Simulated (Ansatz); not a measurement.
TaS2:

```
Ta S
1.0
     3.35000    0.00000    0.00000
    -1.67500    2.90119    0.00000
     0.00000    0.00000    5.86000
Ta S
1 2
Direct
  0.00000 0.00000 0.00000
  0.66667 0.33333 0.75000
  0.33333 0.66667 0.25000
```

- Program: Ansatz 0.2.0
- Task: relaxation of cell and atoms
- Functional: RPBE
- Potentials or basis: Ansatz PAW
- Cutoff: 420 eV (not typed: the program's choice for these potentials)
- k mesh: 9 × 9 × 5
- Occupations: fermi-dirac, width 0.05 eV
- Spin: no spin polarisation

At the start: volume 18.98 Å³/atom.

How do energy, volume and symmetry change on relaxing?

It ends after 14 steps and the volume is 25.97 Å³/atom (+36.8 %); space group P-3m1 (No. 164, to 0.05 Å).

Step by step:
| step | energy change (eV) | largest force (eV/Å) | volume (Å³) |
| --- | --- | --- | --- |
| 1 | 0.0000 | 1.3181 | 56.95 |
| 2 | -0.1880 | 0.4702 | 62.09 |
| 3 | -0.2345 | 0.1908 | 66.12 |
| 4 | -0.2622 | 0.1838 | 67.55 |
| 5 | -0.2742 | 0.0479 | 69.68 |
| 6 | -0.2765 | 0.0441 | 71.44 |
| 7 | -0.2767 | 0.0019 | 71.75 |
| 8 | -0.2892 | 0.0058 | 71.75 |
| 9 | -0.2924 | 0.0038 | 73.25 |
| 10 | -0.2948 | 0.0504 | 76.13 |
| 11 | -0.2951 | 0.0010 | 76.77 |
| 12 | -0.2950 | 0.0055 | 77.74 |
| 13 | -0.2950 | 0.0006 | 77.92 |
| 14 | -0.2966 | 0.0004 | 77.92 |

Final structure:
```
Ta S
1.0
     3.40794    0.00000    0.00000
    -1.70397    2.95136    0.00000
     0.00000    0.00000    7.74746
Ta S
1 2
Direct
  0.00000 0.00000 0.00000
  0.66667 0.33333 0.80199
  0.33333 0.66667 0.19801
```

Caveat: the volume moved by over 15 % at a fixed basis, so the end points are rough; the plane-wave basis is chosen anew once the cell has moved, so the energies of steps on either side of that aren't comparable; this functional lacks dispersion, which binds the layers, so the pressure and a relaxed spacing across them are unreliable, and here the layers came unbound; the volume moved by +37 % from the deposited cell, more than functionals usually miss; the PAW data sets come from PBE, with cores solved anew for the run's functional, which leaves a small shift of forces and pressure.
